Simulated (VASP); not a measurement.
# H (I4/mmm) in VASP: notebook

Runs on H. Level: PBE. Tasks: single point.

Program: VASP 6.6.1. These are calculated values, not measurements. Logs are shortened: lines on timing, memory, paths and dates and some standing lists are left out, and cuts for length are marked.

## 1. The crystal as given

The structure is tetragonal, space group I4/mmm (No. 139). The conventional cell has a = 3.383 Å, b = 3.383 Å, c = 4.117 Å, α = 90.00°, β = 90.00°, γ = 90.00°. H (site symmetry 4mm) has 1 H at 0.74 Å as nearest neighbours.

## 2. Single point, PBE

INCAR

```
SYSTEM = H
  PREC = Accurate
  ENCUT = 450
  EDIFF = 1E-6
  ISMEAR = 0
  SIGMA = 0.5
  LREAL = .FALSE.
  LASPH = .TRUE.
  NELM = 100
  ALGO = Normal
  ISIF = 2
  LWAVE = .FALSE.
  LCHARG = .FALSE.
  GGA = PE
  ADDGRID = .FALSE.
```

KPOINTS

```
Automatic mesh
0
G
  5 5 5
  0 0 0
```

POSCAR

```
H
1.0
   -1.6915344700      1.6915344700      2.0584739900
    1.6915344700     -1.6915344700      2.0584739900
    1.6915344700      1.6915344700     -2.0584739900
H
2
Direct
    0.0961830000      0.0949540000      0.0224580000
    0.9170920000      0.8909110000      0.0100700000
```

Potentials or basis: VASP PAW PBE potentials, release 64 (H).

The run is started by

```
$ cat potpaw_PBE.64/H/POTCAR > POTCAR
$ mpirun -np 1 vasp_std > vasp.out
```

OUTCAR:

```text
SYSTEM = H
   PREC = Accurate
   ENCUT = 450
   EDIFF = 1E-6
   ISMEAR = 0
   LREAL = .FALSE.
   LASPH = .TRUE.
   NELM = 100
   ISIF = 2
   GGA = PE

 Found     63 irreducible k-points:

 Following reciprocal coordinates:
            Coordinates               Weight
  0.000000  0.000000  0.000000      1.000000
  0.200000 -0.000000  0.000000      2.000000
 -0.000000  0.200000  0.000000      2.000000
 -0.000000  0.200000 -0.200000      2.000000
  0.200000 -0.000000 -0.200000      2.000000
  0.400000 -0.000000  0.000000      2.000000
   k-points           NKPTS =     63   k-points in BZ     NKDIM =     63   number of bands    NBANDS=      5
   number of dos      NEDOS =    301   number of ions     NIONS =      2
   total plane-waves  NPLWV =  13824
   dimension x,y,z NGX =    24 NGY =   24 NGZ =   24
   dimension x,y,z NGXF=    48 NGYF=   48 NGZF=   48
   ions per type =               2
   NGX,Y,Z   is equivalent  to a cutoff of  12.64, 12.64, 12.64 a.u.
   NGXF,Y,Z  is equivalent  to a cutoff of  25.29, 25.29, 25.29 a.u.
 SYSTEM =  H
   PREC   = accura    normal or accurate (medium, high low for compatibility)
   ISTART =      0    job   : 0-new  1-cont  2-samecut
   ICHARG =      2    charge: 1-file 2-atom 10-const
   ISPIN  =      1    spin polarized calculation?
   LNONCOLLINEAR =      F non collinear calculations
   LSORBIT =      F    spin-orbit coupling
   LASPH  =      T    aspherical Exc in radial PAW
   ENCUT  =  450.0 eV  33.07 Ry    5.75 a.u.   5.46  5.46  5.46*2*pi/ulx,y,z
   NELM   =    100;   NELMIN=  2; NELMDL= -5     # of ELM steps
   EDIFF  = 0.1E-05   stopping-criterion for ELM
   LREAL  =      F    real-space projection
   EDIFFG = 0.1E-04   stopping-criterion for IOM
   NSW    =      0    number of steps for IOM
   IBRION =     -1    ionic relax: 0-MD 1-quasi-New 2-CG
   NFREE  =      0    steps in history (QN), initial steepest desc. (CG)
   ISIF   =      2    stress and relaxation
   ISYM   =      2    0-nonsym 1-usesym 2-fastsym
   POTIM  = 0.5000    time-step for ionic-motion
   TEBEG  =    0.0;   TEEND  =   0.0 temperature during run
   PSTRESS=    0.0 pullay stress
   NELECT =       2.0000    total number of electrons
   NUPDOWN=      -1.0000    fix difference up-down
   EMIN   =  10.00;   EMAX   =-10.00  energy-range for DOS
   EFERMI =   0.00;   METHOD = LEGACY
   ISMEAR =     0;   SIGMA  =   0.50  broadening in eV -4-tet -1-fermi 0-gaus
   EFERMI_NEDOS =   21; number of points for ismear=-14 and -15
   IALGO  =     38    algorithm
   IMIX   =      4    mixing-type and parameters
     AMIX     =   0.40;   BMIX     =  1.00
     AMIX_MAG =   1.60;   BMIX_MAG =  1.00
  volume/ion in A,a.u.               =      11.78        79.49
  Fermi-wavevector in a.u.,A,eV,Ry     =   0.719497  1.359653  7.043413  0.517676
  Thomas-Fermi vector in A             =   1.808708
   LORBIT       =      0    0 simple, 1 ext, 2 COOP (PROOUT), +10 PAW based schemes
   GGA     = PE    functional components
   LHFCALC =     F    Hartree Fock is set to
   AEXX    =    0.0000 exact exchange contribution
   IVDW    =     0    specifies the selected vdW correction
   LEPSILON=     F    determine dielectric tensor
   LRPA    =     F    only Hartree local field effects (RPA)
 non-spin polarized calculation
 Gauss-broadening in eV      SIGMA  =   0.50
  energy-cutoff  :      450.00
  volume of cell :       23.56
 maximum number of plane-waves:       522
 NGX is ok and might be reduce to    24
   NGX = 11   NGY = 11   NGZ = 11

 number of electron       2.0000000 magnetization

 Free energy of the ion-electron system (eV)
  ---------------------------------------------------
  ext. energy  EPLUGINS =         0.00000000
  ---------------------------------------------------
  free energy    TOTEN  =        -6.77315581 eV

  energy without entropy =       -6.77315581  energy(sigma->0) =       -6.77315581

 E-fermi :  -5.9998     XC(G=0):  -5.3781

 val. band max:       -8.1177608864   @ k =  -0.4000   0.4000   0.4000
 cond. band min:       0.9509858123   @ k =  -0.0000   0.4000   0.0000
 fundamental gap:      9.0687466987
 Fermi energy:        -5.9998415364

 k-point     1 :       0.0000    0.0000    0.0000
  band No.  band energies     occupation
      1     -10.4340      2.00000
      2       5.5965      0.00000
      3       8.6378      0.00000
      4      15.3804      0.00000
      5      15.3919      0.00000

 k-point     2 :       0.2000   -0.0000    0.0000
  band No.  band energies     occupation
      1      -9.9674      2.00000
      2       3.6875      0.00000
      3       9.2720      0.00000
      4      12.2084      0.00000
      5      13.5516      0.00000

 k-point     3 :      -0.0000    0.2000    0.0000
  band No.  band energies     occupation
      1      -9.9579      2.00000
      2       3.5471      0.00000
      3       9.3956      0.00000
      4      12.4097      0.00000
      5      13.5112      0.00000

 k-point     4 :      -0.0000    0.2000   -0.2000
  band No.  band energies     occupation
      1      -9.9627      2.00000
      2       3.6175      0.00000
      3       9.3326      0.00000
      4      12.3042      0.00000
      5      13.5343      0.00000

 k-point     5 :       0.2000   -0.0000   -0.2000
  band No.  band energies     occupation
      1      -9.9719      2.00000
      2       3.7549      0.00000
      3       9.2145      0.00000
      4      12.1235      0.00000
      5      13.5653      0.00000

 k-point     6 :       0.4000   -0.0000    0.0000
  band No.  band energies     occupation
      1      -9.0315      2.00000
      2       1.1766      0.00000
      3       9.0517      0.00000
      4      10.3897      0.00000
      5      12.3347      0.00000

 [... further k-points ...]

------------------------ aborting loop because EDIFF is reached ----------------------------------------

  FORCE on cell =-STRESS in cart. coord.  units (eV):
  Direction    XX          YY          ZZ          XY          YZ          ZX
  --------------------------------------------------------------------------------------
  -------------------------------------------------------------------------------------
  Total       -0.0120165     -0.0086692     -0.4173513      0.0007496      0.0123642     -0.0367486
  in kB       -0.8171842     -0.5895526    -28.3821503      0.0509756      0.8408355     -2.4991052
  external PRESSURE =      -9.9296290 kB  Pullay stress =       0.0000000 kB

 VOLUME and BASIS-vectors are now :
 -----------------------------------------------------------------------------
  energy-cutoff  :      450.00
  volume of cell :       23.56
      direct lattice vectors                 reciprocal lattice vectors
    -1.691534470  1.691534470  2.058473990     0.000000000  0.295589602  0.242898381
     1.691534470 -1.691534470  2.058473990     0.295589602  0.000000000  0.242898381
     1.691534470  1.691534470 -2.058473990     0.295589602  0.295589602  0.000000000

 POSITION                                       TOTAL-FORCE (eV/Angst)
 -----------------------------------------------------------------------------------
      0.03591      0.04007      0.34722        -0.046688      0.015731     -0.520633
     -0.02725      0.06132      3.70100         0.046688     -0.015731      0.520633
 -----------------------------------------------------------------------------------
    total drift:                                0.000001      0.000001      0.000002

  FREE ENERGIE OF THE ION-ELECTRON SYSTEM (eV)
  ---------------------------------------------------
  free  energy   TOTEN  =        -6.7731558076 eV

  energy  without entropy=       -6.7731558074  energy(sigma->0) =       -6.77315581
```

It took 2.9 s on 1 thread of Intel Xeon Platinum 8488C (Sapphire Rapids), shared host; peak memory 0.12 GiB.

The run converged, but some of its settings lie outside the range that counts as converged, so its numbers aren't taken as properties of the crystal.

Results:

| Property | Result |
| --- | --- |
| Free energy | -6.7732 eV |
| Pressure | -1.0 GPa |
| Largest force | 0.523 eV/Å |
| Band gap on the k mesh | 9.07 eV, indirect (least direct gap 9.76 eV) |

Caveat: the k mesh is coarse (spacing up to 0.53 Å⁻¹), so the values aren't converged; an odd mesh through Γ misses points on the zone boundary, where band edges often lie.

## 3. Single point, PBE

INCAR, as its differences from that of step 2:

```diff
@@ -5,3 +5,3 @@
   ISMEAR = 0
-  SIGMA = 0.5
+  SIGMA = 0.2
   LREAL = .FALSE.
```

KPOINTS is that of step 2.

POSCAR

```
H
1.0
   -1.6915344700      1.6915344700      2.0584739900
    1.6915344700     -1.6915344700      2.0584739900
    1.6915344700      1.6915344700     -2.0584739900
H
2
Direct
    0.0901377100      0.0901377100      0.0000000000
    0.9098622900      0.9098622900      0.0000000000
```

Potentials or basis: VASP PAW PBE potentials, release 64 (H).

The run is started by

```
$ cat potpaw_PBE.64/H/POTCAR > POTCAR
$ mpirun -np 1 vasp_std > vasp.out
```

Wall time 1.8 s (1 thread of Intel Xeon Platinum 8488C (Sapphire Rapids), shared host); peak memory 0.12 GiB.

These settings aren't checked as converged: the numbers below hold their error.

Results:

* Free energy: -6.7765 eV
* Pressure: 0.3 GPa
* Largest force: 0.274 eV/Å
* Band gap on the k mesh: 9.47 eV, indirect (least direct gap 10.15 eV)

Caveat: the k mesh is coarse (spacing up to 0.53 Å⁻¹), so the values aren't converged; an odd mesh through Γ misses points on the zone boundary, where band edges often lie.

## 4. Single point, PBE

INCAR is that of step 3.

KPOINTS is that of step 3.

POSCAR

```
H
1.0
   -1.6915344700      1.6915344700      2.0584739900
    1.6915344700     -1.6915344700      2.0584739900
    1.6915344700      1.6915344700     -2.0584739900
H
2
Direct
    0.0961830000      0.0949540000      0.0224580000
    0.9170920000      0.8909110000      0.0100700000
```

The run is started by

```
$ cat potpaw_PBE.64/H/POTCAR > POTCAR
$ mpirun -np 1 vasp_std > vasp.out
```

It took 2.9 s on 1 thread of Intel Xeon Platinum 8488C (Sapphire Rapids), shared host; peak memory 0.12 GiB.

The run converged, but some of its settings lie outside the range that counts as converged, so its numbers aren't taken as properties of the crystal.

What came out:

```
Free energy            : -6.7732 eV
Pressure               : -1.0 GPa
Largest force          : 0.523 eV/Å
Band gap on the k mesh : 9.07 eV, indirect (least direct gap 9.76 eV)
```

Caveat: the k mesh is coarse (spacing up to 0.53 Å⁻¹), so the values aren't converged; an odd mesh through Γ misses points on the zone boundary, where band edges often lie.
